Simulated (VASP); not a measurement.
# PbS: on-the-fly training of a machine-learned force field

PbS, Cmc2_1 (no. 36), 16 atoms in the cell. PBE, machine-learned force field (on-the-fly training); PAW potentials Pb, S (PBE set).

Atoms in the training cell: 16; Target temperature (K): 300; Ensemble of the training: NVT, Langevin, temperature ramp.

## Input

INCAR:
```
SYSTEM = PbS
PREC = Normal
ENCUT = 340
EDIFF = 1E-6
ISMEAR = 0
SIGMA = 0.05
ALGO = Normal
LREAL = Auto
LASPH = .True.
NELM = 80
NELMIN = 4
LWAVE = .False.
LCHARG = .False.
GGA = PE
KPAR = 4
IBRION = 0
NSW = 3000
POTIM = 2
TEBEG = 150
TEEND = 390
ISYM = 0
MDALGO = 3
LANGEVIN_GAMMA = 10 10
ISIF = 2
RANDOM_SEED = 273076 0 0
ML_LMLFF = .True.
ML_MODE = train
NWRITE = 0
ML_MCONF = 600
ML_MB = 1200
```

KPOINTS:
```
k-points
0
Monkhorst-Pack
  2 2 2
```

POSCAR:
```
PbS
1.0
    8.227767360000      0.000000000000      0.000000000000
    0.000000000000      7.131658530000      0.000000000000
    0.000000000000      0.000000000000      7.559944740000
Pb S
8 8
Direct
    0.244152011912      0.489889575813      0.011297051607
    0.503066046131      0.010589435609      0.014138882073
    0.745969886145      0.494429153567      0.019210660188
    0.011921457947      0.003326515605      0.003479795721
    0.243011966696      0.512429604997      0.514878379869
    0.487368615810      0.998264188007      0.504036170348
    0.745410992558      0.494862654166      0.507606931384
    0.004035445677      0.998437585716      0.508590129948
    0.252987234388      0.174127210577      0.794491846657
    0.498127826553      0.658894265908      0.806157552138
    0.740597069482      0.167319552221      0.807231127318
   -0.002219346301      0.658329074946      0.804387419314
    0.242041615758      0.821452890992      0.309315836790
    0.491910199528      0.342700443746      0.313219055189
    0.735431162999      0.835143991950      0.298787963328
    0.000241065786      0.333221604254      0.291750505851
```

Commands:
```
cat potpaw_PBE.64/Pb/POTCAR potpaw_PBE.64/S/POTCAR > POTCAR
# POSCAR: the crystal's sites, moved at random by about 0.06 A along each axis
mpirun -np 4 vasp_std > vasp.out
cp ML_ABN ../ML_AB.train
```

## Result

- MD steps with a DFT calculation: 147
- MD steps: 3000
- Force error on the training data while learning (meV/Å): 23.0
- Energy error on the training data while learning (meV/atom): 0.780
- Last threshold of the force error (eV/Å): 0.0145

Errors on the training data as learning went on:

| MD step | Energy (meV/atom) | Forces (meV/Å) | Stress (kbar) |
|---|---|---|---|
| 1 | 11.761 | 42.9 | 43.73 |
| 4 | 0.022 | 56.3 | 0.06 |
| 7 | 0.024 | 44.8 | 0.09 |
| 10 | 0.008 | 40.9 | 0.08 |
| 13 | 0.019 | 37.5 | 0.06 |
| 245 | 0.100 | 17.0 | 0.28 |
| 405 | 0.466 | 15.5 | 0.31 |
| 1011 | 0.722 | 18.4 | 0.32 |
| 1284 | 0.640 | 19.3 | 0.36 |
| 1660 | 0.699 | 20.4 | 0.36 |
| 1947 | 0.779 | 21.1 | 0.39 |
| 2195 | 0.745 | 21.6 | 0.41 |
| 2438 | 0.763 | 22.1 | 0.40 |
| 3000 | 0.780 | 23.0 | 0.41 |

DFT calculations in each fifth of the run: 47, 20, 27, 37, 16.

ML_LOGFILE:
```
ML_LOGFILE 0.2.5

* MEMORY INFORMATION ********************

Estimated memory consumption for ML force field generation (MB):

Persistent allocations for force field  :    259.1
|
|-- CMAT for basis  :     49.7
|-- SINV for basis  :     12.5
|-- FMAT for basis  :    167.0
|-- DESC for basis  :      5.8
|-- DESC product matrix  :      6.4

Persistent allocations for ab initio data     :      1.0
|
|-- Ab initio data  :      0.9
|-- Ab initio data (new)  :      0.0

Temporary allocations for sparsification  :     86.8
|
|-- SVD matrices  :     86.7

Other temporary allocations  :     38.4
|
|-- Descriptors  :      6.4
|-- Regression  :     28.6
|-- Prediction  :      3.4

Total memory consumption  :    397.6

********************

* MACHINE LEARNING SETTINGS ********************

General settings
------------------------------------------------------------
Machine learning operation mode in strings (supertag)  :         train (I) ML_MODE
Machine learning operation mode  :             0     ML_ISTART
Machine learning force field type  :        kernel     ML_TYPE
Controls the verbosity of the output at each MD step when machine learning is used  :             1     ML_OUTPUT_MODE
[... 435 lines left out ...]

Program part                                         system clock (sec)       cpu time (sec)
---------------------------------------------------|--------------------|-------------------
Setup (file I/O, parameters,...)                   |              0.180 |              0.180
Descriptor and design matrix                       |              7.930 |              7.815
Sparsification of configurations                   |              0.985 |              0.985
Regression                                         |              1.791 |              1.767
Prediction                                         |             19.966 |             19.689
---------------------------------------------------|--------------------|-------------------
TOTAL                                              |             30.853 |             30.436

********************
```

Limits: These errors are on the data that the field was fitted to, not on fresh structures.

VASP 6.6.1 took 776 s on 4 cores (Intel Xeon 6975P-C (Granite Rapids)), a shared host.
